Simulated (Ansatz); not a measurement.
# Zr: response to strain

Zr is deformed so: equal xy, yz and zx engineering shear strains of -2 %. What stress and forces result, by LAPW, PAW and all-electron datasets made for the crystal?

Computed with Ansatz 0.2.0 (DFT LDA, scalar-relativistic, unless a step's input says otherwise).

### 1 The starting structure

Symmetry: P6_3/mmc, No. 194, hexagonal system. Conventional cell: a = 3.232 Å, b = 3.232 Å, c = 5.147 Å, α = 90.00°, β = 90.00°, γ = 120.00°. Zr (site symmetry -6m2) is surrounded by 12 Zr at 3.18 to 3.23 Å.

Structure file:

```
CELL_PARAMETERS angstrom
3.23200 0.00000 0.00000
-1.61600 2.79899 0.00000
0.00000 0.00000 5.14700
ATOMIC_POSITIONS crystal
Zr 0.33333 0.66667 0.25000
Zr 0.66667 0.33333 0.75000
```

Atoms are numbered in the order of the input: Zr1, Zr2.

### 2 After the deformation

Space group P6_3/mmc before, P-1 after.

### 3 All-electron LAPW

The input, input.yaml:

```yaml
crystal:
  lattice:
    - [3.2319982225, -0.0323199822, -0.0323199822]
    - [-1.6439890369, 2.8151525567, -0.0118299345]
    - [-0.05147, -0.05147, 5.147]
  atoms:
    - { symbol: Zr, position: [0.3333333333, 0.6666666667, 0.25] }
    - { symbol: Zr, position: [0.6666666667, 0.3333333333, 0.75] }
kpoints:
  mp_grid: { grid: [13, 13, 7] }
  band_path:
    path:
      - [0.0, 0.0, 0.0]
      - [0.0, 0.0, 0.5]
      - [-0.5, 0.5, 0.0]
      - [0.0, 0.0, 0.0]
      - [0.0, -0.5, 0.0]
      - [-0.5, 0.0, 0.5]
      - [0.0, 0.0, 0.0]
      - [-0.5, 0.0, 0.0]
      - [0.0, -0.5, 0.5]
    npoints: 5
scf:
  occupations: { method: fermi_dirac, width: 0.03 }
hamiltonian:
  xc: lda
  pseudopotentials: { kind: all_electron, lapw: { basis_error: 0.00025 } }
output:
  forces: true
  stress: true
  eigenvalues: true
```

The run is started by

```bash
ansatz run input.yaml --threads 1 --pin off --max-ram 3072MiB --backend cpu --events-out ev --progress --plain --runs-dir out
```

### 4 PAW with frozen cores

The input, input.yaml:

```yaml
crystal:
  lattice:
    - [3.2319982225, -0.0323199822, -0.0323199822]
    - [-1.6439890369, 2.8151525567, -0.0118299345]
    - [-0.05147, -0.05147, 5.147]
  atoms:
    - { symbol: Zr, position: [0.3333333333, 0.6666666667, 0.25] }
    - { symbol: Zr, position: [0.6666666667, 0.3333333333, 0.75] }
kpoints:
  mp_grid: { grid: [13, 13, 7] }
scf:
  occupations: { method: fermi_dirac, width: 0.03 }
hamiltonian:
  xc: lda
  pseudopotentials: { kind: paw }
output:
  forces: true
  stress: true
  eigenvalues: true
  efg: { contact_densities: true }
```

### 5 Datasets made for this crystal

Edit input.yaml of step 4 so:

```diff
@@ -14,3 +14,3 @@
   xc: lda
-  pseudopotentials: { kind: paw }
+  pseudopotentials: { kind: all_electron, datasets: crystal }
 output:
```

(Steps that only read results are left out.)

Before running it: what results should come out? Wanted: pressure; largest shear or deviatoric stress.

The runs gave:

| quantity | value |
| --- | --- |
| pressure | LAPW -6.10, PAW -6.12, crystal datasets -6.10 GPa |
| largest shear or deviatoric stress (LAPW) | 0.83 GPa |

**Reading.** The largest part of the stress beyond the pressure is 0.83 GPa in size, in the xy component; the atoms are carried along and not relaxed. No run of the undeformed cell stands beside it, so the pressure holds what the given cell had before the change. PAW: stress within 0.02 GPa of LAPW, forces within 1 meV/Å. Crystal datasets: stress within 0.01 GPa of LAPW, forces within 1 meV/Å.
